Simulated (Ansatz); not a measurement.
Runs of Ansatz 0.2.0 on TiTe2. It takes space group P4/mmm (No. 123, tetragonal). Conventional cell: a = 3.026 Å, b = 3.026 Å, c = 9.302 Å, α = 90.00°, β = 90.00°, γ = 90.00°. Ti (site symmetry 4/mmm) is surrounded by 2 Te at 2.74 Å and 4 Ti at 3.03 Å. Around Te (site symmetry 4mm) lie 1 Ti at 2.74 Å and 4 Te at 3.03 Å. The cell was built by a generator and needn't be a form met in nature.

| task | level | U | cell | hubbard projectors | double counting | gap on the mesh (eV) | pressure (GPa) | relaxed volume (Å³/atom) | largest force (eV/Å) |
| --- | --- | --- | --- | --- | --- | --- | --- | --- | --- |
| single point | LDA+U | Ti d U = 6 eV | as given | ortho-atomic (the default) | fll (the default) | none | 6.2 | - | 0.56 |
| relaxation of cell and atoms | PBEsol+D3(BJ) | - | relaxed | - | - | none | 0.0 | 26.99 | - |
| relaxation of cell and atoms | PBEsol | - | relaxed | - | - | none | 0.0 | 29.08 | - |
| single point | LDA+U | Ti d U = 5 eV | as given | ortho-atomic (the default) | fll (the default) | none | 4.8 | - | (b) |
| single point | LDA+U | Ti d U = 3 eV | as given | ortho-atomic (the default) | fll (the default) | none | 1.3 | - | 0.01 |
| single point | LDA | - | as given | - | - | none | -1.4 | - | 0.21 |
| single point | LDA+U | Ti d U = 4 eV | as given | ortho-atomic (the default) | fll (the default) | none | (a) | - | 0.18 |
| relaxation of cell and atoms | PBEsol+D4 | - | relaxed | - | - | none | 0.0 | 27.88 | - |

Alike in all rows: potentials or basis Ansatz PAW; no spin polarisation; k mesh 9 × 9 × 3; cutoff (eV) 420; smearing fermi-dirac 0.05 eV.

Question: Fill in the values left out.

Answer: (a) 3.4; (b) 0.34.

Caveats: the PAW data sets come from PBE, with cores solved anew for the run's functional, which leaves a small shift of forces and pressure; U without spin polarisation on a metal has little footing (some runs); the U is typed as a test and isn't derived for this compound (some runs); the plane-wave basis is chosen anew once the cell has moved, so the energies of steps on either side of that aren't comparable (some runs); this functional lacks dispersion, which binds the layers, so the pressure and a relaxed spacing across them are unreliable (some runs).

A k mesh can miss the band edges, and the runs leave out spin-orbit coupling on Te.

A gap of «none» marks a metal or a gap under the smearing width.

Not every run made on this cell is shown here.
